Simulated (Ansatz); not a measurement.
CuO (Tenorite): band structure with PBE

Crystal: CuO (Tenorite).

```
CELL_PARAMETERS angstrom
2.34465 -1.71340 0.00000
2.34465 1.71340 0.00000
-0.86055 0.00000 5.05944
ATOMIC_POSITIONS crystal
Cu 0.49680 0.00320 0.50000
Cu 0.00320 0.49680 0.00000
O 0.40560 0.57140 0.75370
O 0.57140 0.40560 0.25370
```

```
Program                             : Ansatz 0.2.0
Task                                : band structure
Functional                          : PBE
Potentials or basis                 : PseudoDojo stringent (PBE files)
Cutoff                              : 1415 eV
Density cutoff                      : 5660 eV
k mesh                              : 10 × 10 × 5
Occupations                         : fermi-dirac, width 0.05 eV
Spin                                : no spin polarisation
Path                                : [["G", "Y", "F", "L", "I"], ["I1", "Z", "F1"], ["Y", "X1"], ["X", "G", "N"], ["M", "G"]]
Points for each segment of the path : 14
```

```
Pressure               : 5.5 GPa
Largest force          : 0.760 eV/Å
Band gap on the k mesh : none (metal or under the smearing width)
```

Forces on the atoms (eV/Å):
```
Cu  -0.630 -0.348  0.244
Cu  -0.630  0.348  0.244
O    0.630 -0.314 -0.244
O    0.630  0.314 -0.244
```

Stress tensor (GPa, compression positive):
```
 5.23  0.00 -1.66
 0.00  6.60  0.00
-1.66  0.00  4.75
```

Levels at the corners of the path, in eV from the Fermi level:
```csv
point,band 22,band 23,band 24,band 25,band 26,band 27,band 28,band 29
Γ,-2.15,-2.07,-1.59,0.22,0.91,1.68,6.01,8.09
Y,-2.05,-1.65,-1.15,-0.61,1.06,3.34,7.00,8.51
F,-1.78,-1.30,-1.26,-0.64,0.19,4.23,6.12,8.67
L,-1.60,-1.24,-1.24,-0.42,-0.42,5.20,5.20,8.95
I,-1.74,-1.42,-1.42,-0.28,-0.28,5.83,5.83,9.03
I1,-1.74,-1.42,-1.42,-0.28,-0.28,5.83,5.83,9.03
Z,-2.17,-1.44,-1.44,0.24,0.24,3.89,3.89,11.65
F1,-1.78,-1.30,-1.26,-0.64,0.19,4.23,6.12,8.67
Y,-2.05,-1.65,-1.15,-0.61,1.06,3.34,7.00,8.51
X1,-1.94,-1.37,-1.30,-1.22,0.88,4.85,7.16,7.64
X,-1.94,-1.37,-1.30,-1.22,0.88,4.85,7.16,7.64
Γ,-2.15,-2.07,-1.59,0.22,0.91,1.68,6.01,8.09
N,-1.53,-1.45,-1.34,-0.04,0.28,4.85,6.26,6.89
M,-2.08,-1.67,-1.53,-0.08,0.73,5.09,6.47,8.06
Γ,-2.15,-2.07,-1.59,0.22,0.91,1.68,6.01,8.09
```

Run time: 36 s on 2 threads of Intel(R) Xeon(R) 6975P-C (Granite Rapids) (shared host), peak memory 0.91 GiB.

Caveat: the run has no spin polarisation, though such a crystal can be magnetic; semilocal functionals often make such compounds metallic where correlation or magnetic order opens a gap, which also shifts bond lengths. With open d or f shells a metallic result of PBE can be an artefact of self-interaction; +U or a hybrid may open a gap.
